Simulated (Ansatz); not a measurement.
# SnO2

```xyz
3
Lattice="0.0000 2.5717 2.5717 2.5717 0.0000 2.5717 2.5717 2.5717 0.0000" Properties=species:S:1:pos:R:3 pbc="T T T"
Sn    0.0000    0.0000    0.0000
O     1.2859    1.2859    1.2859
O     3.8576    3.8576    3.8576
```

Atoms are numbered in the order listed.

The cell was built from the fluorite type and relaxed in the same program, and has space group Fm-3m; it needn't be a known or the stable phase.

No spin–orbit coupling, which matters for the heavy atoms here.

Levels of theory: DFT, PBE, all-electron LAPW, scalar-relativistic (Ansatz 0.2.0); DFT, PBE, PAW with Ansatz's default frozen-core files, scalar-relativistic (Ansatz 0.2.0).

For LAPW: a Γ-centred 11×11×11 k mesh, Fermi–Dirac smearing of 0.05 eV, basis error target 1 meV/atom, no spin polarisation. PAW takes a cutoff of 420 eV at this cell. The Ansatz runs share mesh, smearing and spin set-up. Values come from LAPW unless marked.

```yaml
Bader_charges_from_the_PAW_run: Sn1 +2.41, O2 -1.21 e
Density_of_states_at_the_Fermi_level_0.2_eV_bin: 0.00 states/eV per cell
Volume_per_atom: 11.34 Å³
Pressure_at_this_cell: -0.7 kbar
```

Q: Predict this quantity. Band gap.

A: none: bands cross the Fermi level, a metal.

Q: Predict this quantity. Löwdin charges (with 0.11 e of the cell spilling out of the atomic basis, so their sizes and signs hang on that basis).

A: Sn1 1.57, O2 -0.73 e.
